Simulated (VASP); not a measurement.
# Au (Im-3m) in VASP: further runs

One crystal, Au, is run at these levels: PBE; tasks: single point.

Everything below comes from runs of VASP 6.6.1. Logs are shortened: lines on timing, memory, paths and dates and some standing lists are left out, and cuts for length are marked.

## 1. Starting point

The structure is cubic, space group Im-3m (No. 229). Conventional cell: a = 3.315 Å, b = 3.315 Å, c = 3.315 Å, α = 90.00°, β = 90.00°, γ = 90.00°. Au (site symmetry m-3m) has 8 Au at 2.87 Å as nearest neighbours.

This isn't the form of Au at room conditions, which is fcc.

## 2. Single point, PBE

INCAR

```
  ADDGRID = F
  ALGO = Normal
  EDIFF = 1E-6
  ENCUT = 340
  GGA = PE
  ISIF = 2
  ISMEAR = 1
  LASPH = T
  LCHARG = F
  LREAL = F
  LWAVE = F
  NBANDS = 12
  NELM = 100
  PREC = Accurate
  SIGMA = 0.15
```

KPOINTS

```
k-points
0
Gamma
  10 10 10
```

POSCAR

```
Au
1.0
   -1.6572690000      1.6572690000      1.6572690000
    1.6572690000     -1.6572690000      1.6572690000
    1.6572690000      1.6572690000     -1.6572690000
Au
1
Direct
    0.0000000000      0.0000000000      0.0000000000
```

Potentials or basis: VASP PAW PBE potentials, release 64 (Au).

Launch:

```bash
> cat potpaw_PBE.64/Au/POTCAR > POTCAR
> mpirun -np 1 vasp_std > vasp.out
```

OUTCAR:

```text
EDIFF = 1E-6
   ENCUT = 340
   GGA = PE
   ISIF = 2
   ISMEAR = 1
   LASPH = T
   LREAL = F
   NELM = 100
   PREC = Accurate

 Found     47 irreducible k-points:

 Following reciprocal coordinates:
            Coordinates               Weight
  0.000000  0.000000  0.000000      1.000000
  0.100000  0.000000  0.000000     12.000000
  0.200000  0.000000  0.000000     12.000000
  0.300000  0.000000  0.000000     12.000000
  0.400000  0.000000  0.000000     12.000000
  0.500000  0.000000  0.000000      6.000000
   k-points           NKPTS =     47   k-points in BZ     NKDIM =     47   number of bands    NBANDS=     12
   number of dos      NEDOS =    301   number of ions     NIONS =      1
   total plane-waves  NPLWV =   5832
   dimension x,y,z NGX =    18 NGY =   18 NGZ =   18
   dimension x,y,z NGXF=    36 NGYF=   36 NGZF=   36
   ions per type =               1
   NGX,Y,Z   is equivalent  to a cutoff of  10.42, 10.42, 10.42 a.u.
   NGXF,Y,Z  is equivalent  to a cutoff of  20.85, 20.85, 20.85 a.u.
 SYSTEM =  unknown system
   PREC   = accura    normal or accurate (medium, high low for compatibility)
   ISTART =      0    job   : 0-new  1-cont  2-samecut
   ICHARG =      2    charge: 1-file 2-atom 10-const
   ISPIN  =      1    spin polarized calculation?
   LNONCOLLINEAR =      F non collinear calculations
   LSORBIT =      F    spin-orbit coupling
   LASPH  =      T    aspherical Exc in radial PAW
   ENCUT  =  340.0 eV  24.99 Ry    5.00 a.u.   4.32  4.32  4.32*2*pi/ulx,y,z
   NELM   =    100;   NELMIN=  2; NELMDL= -5     # of ELM steps
   EDIFF  = 0.1E-05   stopping-criterion for ELM
   LREAL  =      F    real-space projection
   EDIFFG = 0.1E-04   stopping-criterion for IOM
   NSW    =      0    number of steps for IOM
   IBRION =     -1    ionic relax: 0-MD 1-quasi-New 2-CG
   NFREE  =      0    steps in history (QN), initial steepest desc. (CG)
   ISIF   =      2    stress and relaxation
   ISYM   =      2    0-nonsym 1-usesym 2-fastsym
   POTIM  = 0.5000    time-step for ionic-motion
   TEBEG  =    0.0;   TEEND  =   0.0 temperature during run
   PSTRESS=    0.0 pullay stress
   NELECT =      11.0000    total number of electrons
   NUPDOWN=      -1.0000    fix difference up-down
   EMIN   =  10.00;   EMAX   =-10.00  energy-range for DOS
   EFERMI =   0.00;   METHOD = LEGACY
   ISMEAR =     1;   SIGMA  =   0.15  broadening in eV -4-tet -1-fermi 0-gaus
   EFERMI_NEDOS =   21; number of points for ismear=-14 and -15
   IALGO  =     38    algorithm
   IMIX   =      4    mixing-type and parameters
     AMIX     =   0.40;   BMIX     =  1.00
     AMIX_MAG =   1.60;   BMIX_MAG =  1.00
  volume/ion in A,a.u.               =      18.21       122.87
  Fermi-wavevector in a.u.,A,eV,Ry     =   1.383968  2.615320 26.060157  1.915367
  Thomas-Fermi vector in A             =   2.508516
   LORBIT       =      0    0 simple, 1 ext, 2 COOP (PROOUT), +10 PAW based schemes
   GGA     = PE    functional components
   LHFCALC =     F    Hartree Fock is set to
   AEXX    =    0.0000 exact exchange contribution
   IVDW    =     0    specifies the selected vdW correction
   LEPSILON=     F    determine dielectric tensor
   LRPA    =     F    only Hartree local field effects (RPA)
 non-spin polarized calculation
 Methfessel and Paxton  Order N= 1 SIGMA  =   0.15
  energy-cutoff  :      340.00
  volume of cell :       18.21
 maximum number of plane-waves:       268
 NGX is ok and might be reduce to    18
   NGX =  9   NGY =  9   NGZ =  9

 number of electron      10.9999998 magnetization

 Free energy of the ion-electron system (eV)
  ---------------------------------------------------
  ext. energy  EPLUGINS =         0.00000000
  ---------------------------------------------------
  free energy    TOTEN  =        -3.18144129 eV

  energy without entropy =       -3.17908781  energy(sigma->0) =       -3.18065680

 E-fermi :   8.5463     XC(G=0): -12.3281

 val. band max:        8.3527666277   @ k =  -0.4000   0.4000   0.2000
 cond. band min:       8.5482797399   @ k =   0.4000   0.1000  -0.0000
 fundamental gap:      0.1955131122
 Fermi energy:         8.5463347295

 k-point     1 :       0.0000    0.0000    0.0000
  band No.  band energies     occupation
      1      -0.7574      2.00000
      2       3.8775      2.00000
      3       3.8775      2.00000
      4       3.8775      2.00000
      5       5.6166      2.00000
      6       5.6166      2.00000
      7      24.9137      0.00000
      8      24.9137      0.00000
      9      24.9137      0.00000
     10      31.5608      0.00000
     11      31.5608      0.00000
     12      31.5608      0.00000

 k-point     2 :       0.1000    0.0000    0.0000
  band No.  band energies     occupation
      1      -0.4133      2.00000
      2       3.7754      2.00000
      3       3.8869      2.00000
      4       4.1119      2.00000
      5       5.5029      2.00000
      6       5.6241      2.00000
      7      24.6604      0.00000
      8      24.9207      0.00000
      9      25.3319      0.00000
     10      28.9984      0.00000
     11      29.3978      0.00000
     12      30.3413      0.00000

 k-point     3 :       0.2000    0.0000    0.0000
  band No.  band energies     occupation
      1       0.5141      2.00000
      2       3.5183      2.00000
      3       3.9281      2.00000
      4       4.7697      2.00000
      5       5.3416      2.00000
      6       5.6516      2.00000
      7      22.1160      0.00000
      8      24.0421      0.00000
      9      26.4663      0.00000
     10      27.6723      0.00000
     11      27.7501      0.00000
     12      28.9589      0.00000

 k-point     4 :       0.3000    0.0000    0.0000
  band No.  band energies     occupation
      1       1.4837      2.00000
      2       3.2180      2.00000
      3       4.4366      2.00000
      4       5.3778      2.00000
      5       5.7022      2.00000
      6       5.7039      2.00000
      7      17.9765      0.00000
      8      22.4116      0.00000
      9      24.8489      0.00000
     10      27.9613      0.00000
     11      28.2594      0.00000
     12      30.7462      0.00000

 k-point     5 :       0.4000    0.0000    0.0000
  band No.  band energies     occupation
      1       1.7510      2.00000
      2       2.9879      2.00000
      3       5.3883      2.00000
      4       5.7612      2.00000
      5       6.3505      2.00000
      6       6.5952      2.00000
      7      14.0062      0.00000
      8      21.1916      0.00000
      9      22.6960      0.00000
     10      28.9370      0.00000
     11      29.2534      0.00000
     12      31.6953      0.00000

 k-point     6 :       0.5000    0.0000    0.0000
  band No.  band energies     occupation
      1       1.7384      2.00000
      2       2.9028      2.00000
      3       5.4801      2.00000
      4       5.7865      2.00000
      5       6.9837      2.00000
      6       8.0668      2.00006
      7      11.6015      0.00000
      8      20.7561      0.00000
      9      21.8711      0.00000
     10      29.3080      0.00000
     11      29.7644      0.00000
     12      31.0550      0.00000

 [... further k-points ...]
[... 5 lines left out ...]
  --------------------------------------------------------------------------------------
  -------------------------------------------------------------------------------------
  Total       -0.2914771     -0.2914771     -0.2914771      0.0000000      0.0000000     -0.0000000
  in kB      -25.6493274    -25.6493274    -25.6493274      0.0000000      0.0000000     -0.0000000
  external PRESSURE =     -25.6493274 kB  Pullay stress =       0.0000000 kB

 VOLUME and BASIS-vectors are now :
 -----------------------------------------------------------------------------
  energy-cutoff  :      340.00
  volume of cell :       18.21
      direct lattice vectors                 reciprocal lattice vectors
    -1.657269000  1.657269000  1.657269000     0.000000000  0.301701172  0.301701172
     1.657269000 -1.657269000  1.657269000     0.301701172  0.000000000  0.301701172
     1.657269000  1.657269000 -1.657269000     0.301701172  0.301701172  0.000000000

 POSITION                                       TOTAL-FORCE (eV/Angst)
 -----------------------------------------------------------------------------------
      0.00000      0.00000      0.00000         0.000000      0.000000     -0.000000
 -----------------------------------------------------------------------------------
    total drift:                                0.000000      0.000000      0.000000

  FREE ENERGIE OF THE ION-ELECTRON SYSTEM (eV)
  ---------------------------------------------------
  free  energy   TOTEN  =        -3.1814412898 eV

  energy  without entropy=       -3.1790878127  energy(sigma->0) =       -3.18065680
```

It took 4.7 s on 1 thread of Intel Xeon 6975P-C (Granite Rapids), shared host; peak memory 0.1 GiB.

The run converged, but some of its settings lie outside the range that counts as converged, so its numbers aren't taken as properties of the crystal.

What came out:

```
Free energy            : -3.1814 eV
Pressure               : -2.6 GPa
Band gap on the k mesh : none (metal or under the smearing width)
```

## 3. Single point, PBE

Changes to INCAR since step 2:

```diff
@@ -3,3 +3,3 @@
   EDIFF = 1E-6
-  ENCUT = 340
+  ENCUT = 460
   GGA = PE
```

KPOINTS is that of step 2.

POSCAR is that of step 2.

Potentials or basis: VASP PAW PBE potentials, release 64 (Au).

Launch:

```bash
> cat potpaw_PBE.64/Au/POTCAR > POTCAR
> mpirun -np 1 vasp_std > vasp.out
```

Run time: 5.3 s. Hardware: 1 thread of Intel Xeon 6975P-C (Granite Rapids), shared host; peak memory 0.12 GiB.

These settings aren't checked as converged: the numbers below hold their error.

Results:

```yaml
Free_energy: -3.1811 eV
Pressure: -1.8 GPa
Band_gap_on_the_k_mesh: none (metal or under the smearing width)
```

## 4. The reference run

An earlier run on the cell as given: functional PBE; potentials or basis VASP PAW PBE potentials, release 64 (Au); cutoff 520 eV; k mesh 11 × 11 × 11; occupations fermi-dirac, width 0.05 eV; no spin polarisation.

- Pressure: -1.1 GPa
- Band gap on the k mesh: none (metal or under the smearing width)
